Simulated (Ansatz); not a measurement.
## Calculated ¹⁷O nuclear quadrupole resonance for SiO2

Cell: an entry of the Crystallography Open Database (COD; perhaps a calculated or model structure) whose atoms were relaxed with PBE, the cell held.

Space group P4_32_12 (No. 96); a = 4.9329, c = 6.4645 Å.

| site | Wyckoff | site symmetry | x | y | z |
| --- | --- | --- | --- | --- | --- |
| Si | 4a | ..2 | 0.8169 | 0.8169 | 0.5000 |
| O | 8b | 1 | 0.2693 | 0.3637 | 0.8000 |

One atom of each set is listed.

Method: Kohn–Sham DFT in Ansatz, PBE, plane waves and PAW (field gradients read without the response of the frozen cores, which leaves them typically 4 to 6 % off), scalar-relativistic, 420 eV cutoff, Γ-centred 4×4×3 k-points, Fermi–Dirac smearing 0.02 eV.

¹⁷O: I = 5/2, Q = -25.58 mb (year-2017 value). Static lattice, zero field.

Q: Predict the zero-field ¹⁷O lines of each site.

A: For I = 5/2 and η = 0 the lines are 3|C_Q|/20 and twice that; η pulls their ratio below 2.

```
site  atoms  V_zz (10²¹ V/m²)  C_Q (MHz)     η  line frequencies (MHz)
   O      8              9.35      -5.78  0.32             0.961, 1.70
```

At O V_zz runs parallel to the line that joins its two neighbours (within 2°).

The cell is 8 % smaller than that of α-cristobalite at ambient conditions, so the entry probably stands for a crystal under pressure.
